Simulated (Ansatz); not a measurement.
A (001) slab of SiNi2 (P6_3/mmc (No. 194)), 13 planes, outer planes SiNi (top) and SiNi (bottom), with 20 atoms (Si7Ni13) in a surface cell of A = 12.960 Å², as cut from the bulk:

```yaml
crystal:
  lattice:
    - [3.86846, 0.00000, 0.00000]
    - [-1.93423, 3.35019, 0.00000]
    - [0.00000, 0.00000, 29.75096]
  atoms:
    - { symbol: Si, position: [0.66667, 0.33333, 0.25209] }
    - { symbol: Ni, position: [0.33333, 0.66667, 0.25209] }
    - { symbol: Ni, position: [0.00000, 0.00000, 0.29341] }
    - { symbol: Si, position: [0.33333, 0.66667, 0.33473] }
    - { symbol: Ni, position: [0.66667, 0.33333, 0.33473] }
    - { symbol: Ni, position: [0.00000, 0.00000, 0.37605] }
    - { symbol: Si, position: [0.66667, 0.33333, 0.41736] }
    - { symbol: Ni, position: [0.33333, 0.66667, 0.41736] }
    - { symbol: Ni, position: [0.00000, 0.00000, 0.45868] }
    - { symbol: Si, position: [0.33333, 0.66667, 0.50000] }
    - { symbol: Ni, position: [0.66667, 0.33333, 0.50000] }
    - { symbol: Ni, position: [0.00000, 0.00000, 0.54132] }
    - { symbol: Si, position: [0.66667, 0.33333, 0.58264] }
    - { symbol: Ni, position: [0.33333, 0.66667, 0.58264] }
    - { symbol: Ni, position: [0.00000, 0.00000, 0.62395] }
    - { symbol: Si, position: [0.33333, 0.66667, 0.66527] }
    - { symbol: Ni, position: [0.66667, 0.33333, 0.66527] }
    - { symbol: Ni, position: [0.00000, 0.00000, 0.70659] }
    - { symbol: Si, position: [0.66667, 0.33333, 0.74791] }
    - { symbol: Ni, position: [0.33333, 0.66667, 0.74791] }
```

Level of theory: DFT PBEsol, scalar-relativistic, plane waves, PAW in Ansatz 0.2.0. Settings: cutoff 420 eV, Γ-centred mesh 9×9×1 on the computed 20-atom cell, Gaussian smearing of 0.10 eV; no spin polarisation. The cell repeats along c with a dipole correction in the vacuum.

The relaxed slab holds 6.5 formula units of SiNi$_{2}$ and 0.5 further Si. Against those formula units in the bulk and the further Si in its standard state it lies 2.531 eV higher. The formation energy of SiNi$_{2}$ from the standard states is -1.738 eV a formula unit (uncorrected, no zero-point or thermal terms).

Problem. Over what range can the chemical potential of Si vary, and what is the surface energy at both ends?

Solution. In contact with the bulk, μ(Si) + 2μ(Ni) is fixed. With Δμ counted from the standard states, Δμ(Si) ≤ 0 keeps elemental Si from forming, and Δμ(Ni) ≤ 0 requires Δμ(Si) ≥ ΔH = -1.738 eV. Other compounds of Si and Ni can narrow this range. Then γ, the mean of both faces, = [2.531 eV − 0.50·Δμ(Si)]/(2A). At the Si-rich end (Δμ = 0): 2.531/(2 × 12.960) × 16.02 = 1.56 J/m². At the Si-poor end: (2.531 + 0.869)/(2 × 12.960) × 16.02 = 2.10 J/m².

Problem. How does its energy depend on growth conditions?

Solution. It carries an excess of Si, so its energy falls by 0.31 J/m² for each eV that μ(Si) rises: Si-rich conditions lower it; whether it appears depends on the other terminations.

The slab was run without spin polarisation; whether its Ni atoms carry moments at the surface wasn't tested.